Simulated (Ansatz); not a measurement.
# Ca, simple cubic: how the functional moves the structure

All rows: Ansatz, plane waves with scalar-relativistic PAW, 420 eV (500 eV for the SCAN forms), relaxed under each functional, no dispersion correction, no zero-point motion. B₀ comes from uniform scaling at fixed shape; a dash is a value not given.

```
functional  V (Å³/atom)         cell  B₀ (GPa)     magnetic state  ΔE to fcc (meV/atom)
       PBE        43.80  a = 3.525 Å        11  spin not included                   394
    r²SCAN        43.12  a = 3.507 Å         -  spin not included                   402
    PBEsol        41.73  a = 3.468 Å         -  spin not included                   394
       LDA        38.24  a = 3.369 Å        12  spin not included                   381
    revPBE        46.31  a = 3.591 Å         -  spin not included                   399
      RPBE        47.12  a = 3.612 Å         -  spin not included                   399
      BLYP        45.55  a = 3.571 Å         -  spin not included                   365
```

LDA gives the smallest volume and RPBE the largest.
